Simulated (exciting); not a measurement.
Li2O:

```
CELL_PARAMETERS angstrom
0.00000 2.32685 2.32685
2.32685 0.00000 2.32685
2.32685 2.32685 0.00000
ATOMIC_POSITIONS crystal
O 0.00000 0.00000 0.00000
Li 0.25000 0.25000 0.25000
Li 0.75000 0.75000 0.75000
```

The cell comes from a database or a generator and needn't be the stable form of this composition.

Base run:

- Program: exciting (release sodium)
- Functional: LDA
- Potentials or basis: all-electron LAPW+lo, shipped species files, valence relativity zora
- rgkmax: 7.5
- k mesh: 10 × 10 × 10
- Occupations: fermi-dirac, width 0.05 eV
- Spin: no spin polarisation

Its results: band gap on the k mesh 4.77 eV, indirect (least direct gap 5.08 eV).

Question: The run is repeated on the same cell with these changes: functional from LDA to PBE; occupations from fermi-dirac, width 0.05 eV to gaussian, width 0.011 eV. What comes out?

Answer: Band gap on the k mesh 4.96 eV, indirect (least direct gap 5.12 eV).
